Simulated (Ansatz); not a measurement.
## A strain series on KI (rocksalt): isotropic on every length

KI in the rocksalt structure, relaxed with r2SCAN in Ansatz, then strained (isotropic on every length; changes of length per length, axes as in the cell below) with the atoms relaxed again within the symmetry that is left. The symmetry is Fm-3m (No. 225, cubic); conventional cell a = 7.089 Å, 44.52 Å³ an atom. Around K lie 6 I at 3.54 Å; around I lie 6 K at 3.54 Å. Spin-unpolarised throughout; all numbers are computed.

```
CELL_PARAMETERS angstrom
0.00000 3.54429 3.54429
3.54429 0.00000 3.54429
3.54429 3.54429 0.00000
ATOMIC_POSITIONS crystal
K 0.00000 0.00000 0.00000
I 0.50000 0.50000 0.50000
```

Gaps are the least over each mesh (PBE 6×6×6, r2SCAN 6×6×6, HSE06 4×4×4 when unstrained) and the special points, which keep their unstrained names; stress is the change from the unstrained cell, compression positive.

```
strain (%)  gap, PBE (eV)  gap, r2SCAN (eV)  gap, HSE06 (eV)  edges, HSE06  mean stress, r2SCAN (GPa)  energy rise, r2SCAN (meV/atom)
     -5.95          4.426             5.019            5.464             Γ                      +3.62                            71.5
       0.0          3.944             4.586            4.941             Γ                       0.00                             0.0
      +1.0          3.877             4.512            4.867             Γ                      -0.35                             1.3
```

Q: Estimate the row for a strain of -0.5 %.

A:
```
strain (%)  gap, PBE (eV)  gap, r2SCAN (eV)  gap, HSE06 (eV)  edges, HSE06  mean stress, r2SCAN (GPa)  energy rise, r2SCAN (meV/atom)
      -0.5          3.979             4.625            4.979             Γ                      +0.19                             0.5
```

Between zero and the nearest strains the slope of the HSE06 gap against strain is -0.076 eV per percent for negative and -0.074 for positive strain. With r2SCAN the edges change from Γ → X (indirect) to Γ (direct) between -5.95 and -0.5 %.

Spin-orbit coupling is left out, which matters wherever the heavy atoms make up the band edges.

The meshes of the hybrids are coarse, so their gaps aren't converged to the digits shown.
